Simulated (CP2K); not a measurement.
Crystal: N.

```
N
1.0
     5.56052    0.00000    0.00000
     0.00000    5.56052    0.00000
     0.00000    0.00000    5.56052
N
8
Cartesian
  0.3192 2.4611 3.0994
  2.4611 3.0994 0.3192
  3.0994 0.3192 2.4611
  5.2414 5.2414 5.2414
  5.2414 3.0994 2.4611
  3.0994 2.4611 5.2414
  2.4611 5.2414 3.0994
  0.3192 0.3192 0.3192
```

Base run:

- Program: CP2K 2026.2
- Functional: PBEsol
- Potentials or basis: POTENTIAL_UZH N GTH-PBE-q5; TZVP-MOLOPT-PBE-GTH basis
- Density cutoff: 6123 eV
- k mesh: 5 × 5 × 5
- Occupations: fermi-dirac, width 0.01 eV
- Spin: no spin polarisation

Its results: band gap on the k mesh 7.28 eV, indirect (least direct gap 7.31 eV); pressure 0.9 GPa; largest force 0.338 eV/Å.

**Question.** The run is repeated on the same cell with these changes: functional from PBEsol to PBE; eps_default from 1.0E-9 to 1.0E-10. What comes out?

**Answer.** Band gap on the k mesh 7.36 eV, indirect (least direct gap 7.38 eV); pressure 0.9 GPa; largest force 0.121 eV/Å.

Caveats: the basis of atomic orbitals isn't converged, which shifts pressures, moduli and gaps; the potentials were made for another functional, which shifts forces and pressure (some runs).

Not every run made on this cell is shown here.
